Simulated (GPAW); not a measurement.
Crystal: Fe3Ge.

```
CELL_PARAMETERS angstrom
3.66050 0.00000 0.00000
0.00000 3.66050 0.00000
0.00000 0.00000 3.66050
ATOMIC_POSITIONS crystal
Ge 0.00000 0.00000 0.00000
Fe 0.50000 0.00000 0.50000
Fe 0.50000 0.50000 0.00000
Fe 0.00000 0.50000 0.50000
```

The cell comes from a database or a generator and needn't be the stable form of this composition.

Alike in all runs: program GPAW 26.7.0; functional PBEsol; potentials or basis PAW data sets generated in the run's folder for this functional; cutoff 600 eV; basis pw; k mesh 7 × 7 × 7; occupations fermi-dirac, width 0.05 eV.

The same cell was started in several ways:

| start | free energy over the lowest (meV/atom) | net moment (μB) | site or absolute moments (μB) | gap |
| --- | --- | --- | --- | --- |
| collinear spin, ferromagnetic start of up to 3 μB | 0.0 | 6.40 | Ge -0.08; Fe +2.16 | none (metal or under the smearing width) |
| no spin polarisation | 317.7 | - | - | none (metal or under the smearing width) |
| collinear spin, ferromagnetic start of up to 4.5 μB | 0.0 | 6.40 | Ge -0.08; Fe +2.16 | none (metal or under the smearing width) |

Allowing spin polarisation gains 318 meV/atom. A still lower state may exist.
